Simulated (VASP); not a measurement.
# CoO (Fm-3m) in VASP: a series of runs, part 2 of 2

VASP 6.6.1. The steps go on from the part before.

### Step 4. Relaxation of cell and atoms, PBE+U, collinear spin, ferromagnetic start

This run uses another cell than the first one, of 9.55 Å³/atom, 0.987 times its volume.

INCAR reads:

```
SYSTEM = CoO
ALGO = Normal ; AMIX = 0.2
AMIX_MAG = 0.8 ; BMIX = 1E-4
BMIX_MAG = 1E-4 ; EDIFF = 1E-7
EDIFFG = -0.005 ; ENCUT = 600
GGA = PE ; IBRION = 2
ISIF = 3 ; ISMEAR = 0
ISPIN = 2 ; LASPH = .True.
LCHARG = .False. ; LDAU = .True.
LDAUJ = 0 0 ; LDAUL = 2 -1
LDAUPRINT = 1 ; LDAUTYPE = 2
LDAUU = 3.3 0 ; LMAXMIX = 4
LORBIT = 11 ; LREAL = .False.
LWAVE = .False. ; MAGMOM = 3 0
NELM = 150 ; NSW = 90
PREC = Accurate ; SIGMA = 0.03
```

KPOINTS reads:

```
k-points
0
Gamma
  12 12 12
  0 0 0
```

POSCAR reads:

```
CoO                                     
1.0
   -0.0000000000      2.1218874511      2.1218874511
    2.1218874511      0.0000000000      2.1218874511
    2.1218874511      2.1218874511     -0.0000000000
  Co              O             
     1     1
Direct
     0.0000000000000000    0.0000000000000000    0.0000000000000000
     0.5000000000000000    0.5000000000000000    0.5000000000000000
```

Potentials or basis: VASP PAW PBE potentials, release 64 (Co, O).

The run is started by

```bash
$ cat potpaw_PBE.64/Co/POTCAR potpaw_PBE.64/O/POTCAR > POTCAR
$ mpirun -np 1 vasp_std > vasp.out
```

OUTCAR:

```text
SYSTEM = CoO
   AMIX = 0.2
   AMIX_MAG = 0.8
   EDIFF = 1E-7
   EDIFFG = -0.005
   ENCUT = 600
   GGA = PE
   IBRION = 2
   ISIF = 3
   ISMEAR = 0
   ISPIN = 2
   LASPH = .True.
   LORBIT = 11
   LREAL = .False.
   NELM = 150
   NSW = 90
   PREC = Accurate

 ion  position               nearest neighbor table
   1  0.000  0.000  0.000-   2 2.12   2 2.12   2 2.12   2 2.12   2 2.12   2 2.12
   2  0.500  0.500  0.500-   1 2.12   1 2.12   1 2.12   1 2.12   1 2.12   1 2.12

  LATTYP: Found a face centered cubic cell.
 ALAT       =     4.2437749022

  Lattice vectors:

 A1 = (   0.0000000000,   2.1218874511,   2.1218874511)
 A2 = (   2.1218874511,   0.0000000000,   2.1218874511)
 A3 = (   2.1218874511,   2.1218874511,   0.0000000000)

Analysis of symmetry for initial positions (statically):
=====================================================================
 Subroutine PRICEL returns:
 Original cell was already a primitive cell.

 Routine SETGRP: Setting up the symmetry group for a
 face centered cubic supercell.

 Subroutine GETGRP returns: Found 48 space group operations
 (whereof 48 operations were pure point group operations)
 out of a pool of 48 trial point group operations.

The static configuration has the point symmetry O_h .

Analysis of symmetry for dynamics (positions and initial velocities):
=====================================================================
 Subroutine PRICEL returns:
 Original cell was already a primitive cell.

 Routine SETGRP: Setting up the symmetry group for a
 face centered cubic supercell.

 Subroutine GETGRP returns: Found 48 space group operations
 (whereof 48 operations were pure point group operations)
 out of a pool of 48 trial point group operations.

The dynamic configuration has the point symmetry O_h .

Analysis of structural, dynamic, and magnetic symmetry:
=====================================================================
 Subroutine PRICEL returns:
 Original cell was already a primitive cell.

 Routine SETGRP: Setting up the symmetry group for a
 face centered cubic supercell.

 Subroutine GETGRP returns: Found 48 space group operations
 (whereof 48 operations were pure point group operations)
 out of a pool of 48 trial point group operations.

The overall configuration has the point symmetry O_h .

 Subroutine INISYM returns: Found 48 space group operations
 (whereof 48 operations are pure point group operations),
 and found     1 'primitive' translations

----------------------------------------------------------------------------------------

                                     Primitive cell

  volume of cell :      19.1072

  direct lattice vectors                    reciprocal lattice vectors
     0.000000000  2.121887451  2.121887451    -0.235639265  0.235639265  0.235639265
     2.121887451  0.000000000  2.121887451     0.235639265 -0.235639265  0.235639265
[... 135 lines left out ...]
  0.0000  0.9683  0.0000  0.0000 -0.0000
 -0.0000  0.0000  1.0133  0.0000 -0.0000
 -0.0000  0.0000  0.0000  0.9683  0.0000
  0.0000 -0.0000 -0.0000  0.0000  1.0133

spin component  2

  0.6536 -0.0000  0.0000  0.0000 -0.0000
 -0.0000  0.6536 -0.0000 -0.0000  0.0000
  0.0000 -0.0000  0.1398  0.0000  0.0000
  0.0000 -0.0000  0.0000  0.6536 -0.0000
 -0.0000  0.0000  0.0000 -0.0000  0.1398

 occupancies and eigenvectors

  o =  0.1398  v =  0.0000  0.0000  0.0000  0.0000  0.0000  0.0000  0.0000 -0.9995 -0.0000  0.0328      0.0000  0.0000  0.0000  0.0000  0.0000  0.0000  0.0000  0.0000  0.0000  0.0000
  o =  0.1398  v =  0.0000  0.0000  0.0000  0.0000  0.0000  0.0000 -0.0000 -0.0328 -0.0000 -0.9995      0.0000  0.0000  0.0000  0.0000  0.0000  0.0000  0.0000  0.0000  0.0000  0.0000
  o =  0.6536  v =  0.0000  0.0000  0.0000  0.0000  0.0000  1.0000  0.0000  0.0000  0.0000  0.0000      0.0000  0.0000  0.0000  0.0000  0.0000  0.0000  0.0000  0.0000  0.0000  0.0000
  o =  0.6536  v =  0.0000  0.0000  0.0000  0.0000  0.0000  0.0000  0.9876  0.0000 -0.1572 -0.0000      0.0000  0.0000  0.0000  0.0000  0.0000  0.0000  0.0000  0.0000  0.0000  0.0000
  o =  0.6536  v =  0.0000  0.0000  0.0000  0.0000  0.0000  0.0000 -0.1572  0.0000 -0.9876  0.0000      0.0000  0.0000  0.0000  0.0000  0.0000  0.0000  0.0000  0.0000  0.0000  0.0000
  o =  0.9683  v =  0.0000  0.9101  0.0000 -0.4143 -0.0000  0.0000  0.0000  0.0000  0.0000  0.0000      0.0000  0.0000  0.0000  0.0000  0.0000  0.0000  0.0000  0.0000  0.0000  0.0000
  o =  0.9683  v =  0.0000 -0.4143  0.0000 -0.9101  0.0000  0.0000  0.0000  0.0000  0.0000  0.0000      0.0000  0.0000  0.0000  0.0000  0.0000  0.0000  0.0000  0.0000  0.0000  0.0000
  o =  0.9683  v =  1.0000  0.0000  0.0000  0.0000  0.0000  0.0000  0.0000  0.0000  0.0000  0.0000      0.0000  0.0000  0.0000  0.0000  0.0000  0.0000  0.0000  0.0000  0.0000  0.0000
  o =  1.0133  v =  0.0000  0.0000 -0.9999 -0.0000 -0.0169  0.0000  0.0000  0.0000  0.0000  0.0000      0.0000  0.0000  0.0000  0.0000  0.0000  0.0000  0.0000  0.0000  0.0000  0.0000
  o =  1.0133  v =  0.0000 -0.0000  0.0169 -0.0000 -0.9999  0.0000  0.0000  0.0000  0.0000  0.0000      0.0000  0.0000  0.0000  0.0000  0.0000  0.0000  0.0000  0.0000  0.0000  0.0000

 number of electron      15.0000005 magnetization       3.0000025

 Free energy of the ion-electron system (eV)
  ---------------------------------------------------
  ext. energy  EPLUGINS =         0.00000000
  ---------------------------------------------------
  free energy    TOTEN  =       -11.30332948 eV

  energy without entropy =      -11.30127015  energy(sigma->0) =      -11.30229982

 E-fermi :   7.5419     XC(G=0): -12.4535

 val. band max:        7.5373440482   @ k =  -0.2500   0.2500   0.0833
 cond. band min:       7.5443994082   @ k =   0.4167   0.1667   0.0833
 fundamental gap:      0.0070553599
 Fermi energy:         7.5419441680

 spin component 1

 k-point     1 :       0.0000    0.0000    0.0000
  band No.  band energies     occupation
      1     -12.0645      1.00000
      2       2.9140      1.00000
      3       2.9140      1.00000
      4       3.3568      1.00000
      5       3.3568      1.00000
      6       3.3568      1.00000
      7       5.0918      1.00000
      8       5.0918      1.00000
      9       5.0918      1.00000
     10       9.1861      0.00000
     11      25.0152      0.00000
     12      25.3566      0.00000
[... 745 lines left out ...]
      2       0.8665      1.00000
      3       3.2499      1.00000
      4       3.8056      1.00000
      5       7.3453      1.00000
      6       7.3547      1.00000
      7       7.6743      0.00000
      8      10.8065      0.00000
      9      11.5530      0.00000
     10      15.0563      0.00000
     11      18.0604      0.00000
     12      20.2941      0.00000
     13      22.7995      0.00000

 [... further k-points ...]

------------------------ aborting loop because EDIFF is reached ----------------------------------------

  FORCE on cell =-STRESS in cart. coord.  units (eV):
  Direction    XX          YY          ZZ          XY          YZ          ZX
  --------------------------------------------------------------------------------------
  -------------------------------------------------------------------------------------
  Total        0.0010360      0.0010360      0.0010360     -0.0000000     -0.0000000      0.0000000
  in kB        0.0868700      0.0868700      0.0868700     -0.0000000     -0.0000000      0.0000000
  external PRESSURE =       0.0868700 kB  Pullay stress =       0.0000000 kB

 VOLUME and BASIS-vectors are now :
 -----------------------------------------------------------------------------
  energy-cutoff  :      600.00
  volume of cell :       19.11
      direct lattice vectors                 reciprocal lattice vectors
     0.000000000  2.121887451  2.121887451    -0.235639265  0.235639265  0.235639265
     2.121887451  0.000000000  2.121887451     0.235639265 -0.235639265  0.235639265
     2.121887451  2.121887451  0.000000000     0.235639265  0.235639265 -0.235639265

 POSITION                                       TOTAL-FORCE (eV/Angst)
 -----------------------------------------------------------------------------------
      0.00000      0.00000      0.00000         0.000000     -0.000000     -0.000000
      2.12189      2.12189      2.12189         0.000000      0.000000      0.000000
 -----------------------------------------------------------------------------------
    total drift:                                0.000000     -0.000000     -0.000000

  FREE ENERGIE OF THE ION-ELECTRON SYSTEM (eV)
  ---------------------------------------------------
  free  energy   TOTEN  =       -11.3033294820 eV

  energy  without entropy=      -11.3012701499  energy(sigma->0) =      -11.30229982

 reached required accuracy - stopping structural energy minimisation

 total charge

# of ion       s       p       d       tot
------------------------------------------
    1        0.300   0.370   7.147   7.817
    2        1.549   3.455   0.000   5.004
--------------------------------------------------
tot          1.849   3.825   7.147  12.821

 magnetization (x)

# of ion       s       p       d       tot
------------------------------------------
    1        0.021   0.018   2.690   2.729
    2        0.024   0.235   0.000   0.259
--------------------------------------------------
tot          0.045   0.253   2.690   2.988
```

Run time: 15 s. Hardware: 1 thread of Intel Xeon 6975P-C (Granite Rapids), shared host; peak memory 0.17 GiB.

What came out:

* Free energy: -11.3033 eV
* Pressure after relaxing: 0.0 GPa
* Band gap on the k mesh: none (metal or under the smearing width)
* Net moment: 3.00 μB per cell
* Site moments: Co +2.73; O +0.26 μB
* Valence electrons inside the program's atomic spheres: Co 7.82; O 5.00

Final structure:
```cif
data_structure
_symmetry_space_group_name_H-M 'P 1'
_symmetry_Int_Tables_number 1
_cell_length_a 3.0008
_cell_length_b 3.0008
_cell_length_c 3.0008
_cell_angle_alpha 60.000
_cell_angle_beta 60.000
_cell_angle_gamma 60.000
_cell_volume 19.11
loop_
_atom_site_label
_atom_site_type_symbol
_atom_site_fract_x
_atom_site_fract_y
_atom_site_fract_z
_atom_site_occupancy
Co1 Co 0.00000 0.00000 0.00000 1
O1 O 0.50000 0.50000 0.50000 1
```

Levels at points of the mesh, in eV from the Fermi level:
Spin up:
```
           k point  band 5  band 6  band 7  band 8  band 9  band 10  band 11  band 12  band 13
(0.00, 0.00, 0.00)   -4.19   -4.19   -2.45   -2.45   -2.45     1.64    17.47    17.81    17.81
(0.50, 0.00, 0.00)   -3.54   -3.54   -2.63   -0.14   -0.14     5.67    10.01    14.03    14.03
(0.50, 0.50, 0.00)   -3.70   -3.70   -3.69   -3.25   -3.25     6.42    10.55    11.45    16.45
```
Spin down:
```csv
k point,band 4,band 5,band 6,band 7,band 8,band 9
"(0.00, 0.00, 0.00)",-1.96,-1.16,-1.16,-1.16,1.73,1.73
"(0.50, 0.00, 0.00)",-3.81,-0.11,-0.11,0.20,4.16,4.16
"(0.50, 0.50, 0.00)",-3.24,-2.24,0.05,0.05,2.23,2.65
```

Eigenvalues of the final occupation matrices:
| site | spin | trace | eigenvalues |
| --- | --- | --- | --- |
| site 1 d | 1 | 4.93 | 0.97 0.97 0.97 1.01 1.01 |
| site 1 d | 2 | 2.24 | 0.14 0.14 0.65 0.65 0.65 |

Caveat: the relaxation stopped at its first step, so nothing moved; a cell with one magnetic atom can't hold antiferromagnetic order, which such compounds often take.
